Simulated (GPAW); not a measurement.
Here is a GPAW 26.7.0 calculation.

Contents of run.py:

```python
import numpy as np
from ase.dft.bandgap import bandgap
from ase.io import read, write
from gpaw import GPAW, PW
from gpaw.response.df import DielectricFunction

atoms = read('POSCAR')

calc = GPAW(mode=PW(500),
            xc='PBE',
            kpts={'size': (8, 8, 2), 'gamma': True},
            occupations={'name': 'fermi-dirac', 'width': 0.001},
            nbands=46,
            convergence={'density': 1e-06},
            maxiter=150,
            txt='gpaw.txt')
atoms.calc = calc
energy = atoms.get_potential_energy()
calc.write('gs.gpw')
write('result.traj', atoms)
print(f'Energy: {energy:.6f} eV')
print('Fermi level:', round(calc.get_fermi_level(), 4), 'eV')
print(f'Gap: {bandgap(calc)[0]:.4f} eV, direct: {bandgap(calc, direct=True)[0]:.4f} eV')

for size in [(9, 9, 2), (13, 13, 3)]:
    name = 'x'.join(str(n) for n in size)
    dense = calc.fixed_density(kpts={'size': size, 'gamma': True},
                               nbands=80, convergence={'bands': 74, 'eigenstates': 1e-7},
                               update_fermi_level=True, txt=f'dense-{name}.txt')
    dense.write(f'{name}.gpw', mode='all')
    df = DielectricFunction(f'{name}.gpw', frequencies=np.array([0.0]), hilbert=False, eta=0.001,
                            ecut=80, nbands=74, intraband=False, txt=f'df-{name}.txt')
    for xc in ['RPA', 'ALDA_X', 'LR0.1']:
        for direction in ['x', 'y', 'z', [0, 1, 1], [1, 0, 1], [1, 1, 0]]:
            e0, e = df.get_macroscopic_dielectric_constant(xc=xc, direction=direction)
            print(f'{name} {xc} {direction}: {e0:.4f} without, {e:.4f} with local fields')
```

Contents of POSCAR:

```
WS2
1.0
    3.1800000000      0.0000000000      0.0000000000
   -1.5900000000      2.7539607840      0.0000000000
    0.0000000000      0.0000000000     12.5000000000
W S
2 4
Direct
    0.6666666667      0.3333333333      0.7500000000
    0.3333333333      0.6666666667      0.2500000000
    0.6666666667      0.3333333333      0.3750000000
    0.3333333333      0.6666666667      0.8750000000
    0.6666666667      0.3333333333      0.1250000000
    0.3333333333      0.6666666667      0.6250000000
```

Potentials or basis: GPAW PAW data sets (gpaw-data 1.2.1), pw.

Launch:

```bash
$ OMP_NUM_THREADS=1 python run.py
```

Predict the electronic dielectric tensor (diagonal).

12.17, 12.17, 5.12.

Estimate the band gap on the k mesh.

1.19 eV, indirect (least direct gap 2.18 eV).

Electronic dielectric tensor:
```
12.17  0.00  0.00
 0.00 12.17  0.00
 0.00  0.00  5.12
```

Caveat: the long-wavelength limit can be off by several per cent where d states take part; spin-orbit coupling is left out, which moves the levels of the heavy elements; an odd mesh through Γ misses points on the zone boundary, where band edges often lie. A hybrid or GW would open this gap; PBE tends to underestimate it.
